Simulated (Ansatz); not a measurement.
A (001) slab of relaxed bulk ZrN (Fm-3m, 12.13 Å³/atom, gap on the mesh 0.00 eV), 3 planes in a 3×1 cell with the lowest 1 held; added atoms sit on lattice sites of the next plane. A dipole correction is on. The surface energy is the mean of the held and the free face; step energies are per length and the mean of the stripe's two steps, which run along the cube edge; step and island energies count from the flat slab and bulk atoms.

These are results of DFT PBE, scalar-relativistic, plane waves, PAW (Ansatz 0.2.0), not measurements.

Cutoff 420 eV, Gaussian smearing of 0.10 eV, energies at zero smearing, symmetry of each start kept, no spin polarisation.

```
            start atoms k mesh surface energy (J/m²) step energy (meV/Å)
        flat slab     36   3×8×1                   1.47                    -
stripe of 4 atoms     40   3×8×1                      -                  248
stripe of 6 atoms     42   3×8×1                      -                  257
```

A dash: not computed, or not clear enough to read.

Zero in every row: gap on the mesh (eV).

Spin polarisation was left out, and a magnetic state may lie lower.

Small energy differences in metals hang on the k mesh (about 10 mJ/m² or 1 to 2 meV/atom on the mesh of the relaxation).

Cost: 3 runs of about 2.4 core-hours in all, on Arm Neoverse V2 (shared hosts).